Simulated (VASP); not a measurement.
A run of VASP 6.6.1:

Contents of INCAR:

```
ALGO = Normal ; BPARAM = 10.0
CPARAM = 0.0093 ; EDIFF = 1E-7
EDIFFG = -0.02 ; ENCUT = 600
GGA = PE ; IBRION = 2
ISIF = 3 ; ISMEAR = -1
IVDW_NL = 2 ; LASPH = T
LCHARG = F ; LREAL = F
LUSE_VDW = T ; LWAVE = F
NELM = 60 ; NSW = 40
PREC = Accurate ; SIGMA = 0.05
```

Contents of KPOINTS:

```
k-points
0
Gamma
  11 11 6
```

Contents of POSCAR:

```
Os
1.0
    2.7341000000      0.0000000000      0.0000000000
   -1.3670500000      2.3678000565      0.0000000000
    0.0000000000      0.0000000000      4.3197000000
Os
2
Direct
    0.6666666667      0.3333333333      0.7500000000
    0.3333333333      0.6666666667      0.2500000000
```

Potentials or basis: VASP PAW PBE potentials, release 64 (Os).

The run is started by

```console
$ cat potpaw_PBE.64/Os/POTCAR > POTCAR
$ mpirun -np 1 vasp_std > vasp.out
```

Hardware: 1 thread of Intel(R) Xeon(R) Platinum 8259CL CPU @ 2.50GHz (Skylake/Cascade Lake), on a shared host.

Question: Estimate the wall time of this run.

Answer: Wall time 3.1 min on 1 thread of Intel(R) Xeon(R) Platinum 8259CL CPU @ 2.50GHz (Skylake/Cascade Lake), with other jobs on the host, peak memory 0.27 GiB. Counts: scf iterations 35, k points 64, ion steps 4.
